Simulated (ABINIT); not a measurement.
Bi:

```xyz
2
Lattice="2.2675 1.3091 3.9380 -2.2675 1.3091 3.9380 0.0000 -2.6183 3.9380" Properties=species:S:1:pos:R:3 pbc="T T T"
Bi    0.0000    0.0000    9.0495
Bi    0.0000    0.0000    2.7645
```

| Quantity | Value |
| --- | --- |
| Program | ABINIT 10.8.3 (patched build) |
| Task | relaxation of cell and atoms |
| Functional | r2SCAN |
| Potentials or basis | JTH PAW PBE v2.0 |
| Cutoff | 707 eV |
| k mesh | 6 × 6 × 6 |
| Occupations | fermi-dirac, width 0.05 eV |
| Spin | no spin polarisation |

At the start: pressure 1.4 GPa; volume 35.07 Å³/atom.

Task: Where does the relaxation end?

Result: Over 11 steps the energy falls by 9.0 meV/atom and the volume is 36.82 Å³/atom (+5.0 %); space group R-3m (No. 166, to 0.05 Å).

The path:
```csv
step,energy change (eV),largest force (eV/Å),pressure (GPa),volume (Å³)
1,0.0000,0.0334,1.41,70.14
2,-0.0026,0.0422,1.20,70.44
3,0.0071,0.4738,0.71,73.55
4,-0.0114,0.0912,0.15,72.19
5,-0.0125,0.0793,0.00,72.56
6,-0.0151,0.0030,-0.13,73.27
7,-0.0161,0.0409,-0.10,73.53
8,-0.0170,0.0544,-0.01,73.63
9,-0.0179,0.0246,-0.01,73.75
10,-0.0180,0.0009,-0.02,73.68
11,-0.0180,0.0010,-0.01,73.65
```

Final structure:
```yaml
crystal:
  lattice:
    - [2.27131, 1.31134, 4.12100]
    - [-2.27131, 1.31134, 4.12100]
    - [0.00000, -2.62268, 4.12100]
  atoms:
    - { symbol: Bi, position: [0.76876, 0.76876, 0.76876] }
    - { symbol: Bi, position: [0.23124, 0.23124, 0.23124] }
```

Caveat: the PAW data sets were made with another functional, which shifts forces and pressure a little.
